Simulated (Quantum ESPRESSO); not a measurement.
Input of a Quantum ESPRESSO 7.5 run:

Contents of pw.in:

```
&CONTROL
  calculation = 'scf'
  prefix = 'pwscf'
  outdir = './tmp'
  pseudo_dir = './pseudo'
  tprnfor = .true.
  tstress = .true.
  disk_io = 'low'
/
&SYSTEM
  ibrav = 0
  A = 3.63045708
  nat = 4
  ntyp = 2
  ecutwfc = 45
  ecutrho = 360
  nbnd = 25
  input_dft = 'blyp'
  occupations = 'smearing'
  smearing = 'mv'
  degauss = 0.00367493
  vdw_corr = 'grimme-d3'
  dftd3_version = 5
/
&ELECTRONS
  conv_thr = 8d-10
  electron_maxstep = 120
  mixing_beta = 0.5
/
ATOMIC_SPECIES
Hf   178.4900 hf_pbesol_v1.uspp.F.UPF
N     14.0070 n_pbesol_v1.2.uspp.F.UPF
CELL_PARAMETERS alat
  -0.0517484729   -0.6613034770   -0.7483313479
  -0.1178673430    0.5223107692   -0.6093386401
   1.2385318049   -0.0661188701    0.1696158187
ATOMIC_POSITIONS alat
Hf     0.5436009350   -0.1001998653   -0.5898448328
Hf     1.1087205845    0.4553367624   -0.4400681911
N     -0.0815775524   -0.0662440005   -0.6826675169
N      0.5009691278    0.4844981879   -0.5245350991
K_POINTS automatic
8 9 6 0 0 0
```

The input pp_density.in:

```
&INPUTPP
  prefix = 'pwscf'
  outdir = './tmp'
  filplot = 'density.dat'
  plot_num = 0
/
&PLOT
  nfile = 1
  filepp(1) = 'density.dat'
  iflag = 3
  output_format = 6
  fileout = 'density.cube'
/
```

pp_potential.in

```
&INPUTPP
  prefix = 'pwscf'
  outdir = './tmp'
  filplot = 'potential.dat'
  plot_num = 11
/
&PLOT
  nfile = 1
  filepp(1) = 'potential.dat'
  iflag = 3
  output_format = 6
  fileout = 'potential.cube'
/
```

pp_potential_ks.in

```
&INPUTPP
  prefix = 'pwscf'
  outdir = './tmp'
  filplot = 'potential_ks.dat'
  plot_num = 1
/
&PLOT
  nfile = 1
  filepp(1) = 'potential_ks.dat'
  iflag = 3
  output_format = 6
  fileout = 'potential_ks.cube'
/
```

Potentials or basis: GBRV 1.5 PBEsol.

Command:

```console
$ OMP_NUM_THREADS=1 pw.x -in pw.in > pw.out
$ OMP_NUM_THREADS=1 pp.x -in pp_density.in > pp_density.out
$ OMP_NUM_THREADS=1 pp.x -in pp_potential.in > pp_potential.out
$ OMP_NUM_THREADS=1 pp.x -in pp_potential_ks.in > pp_potential_ks.out
```

(1) Estimate the band gap on the k mesh.

(2) Estimate the largest force.

(3) Predict the pressure.

Results:

(1) none (metal or under the smearing width).

(2) 1.093 eV/Å.

(3) 8.5 GPa.

Caveat: the potentials were made for another functional, which shifts forces and pressure; pairwise dispersion overbinds metals, which lowers pressure and volume.
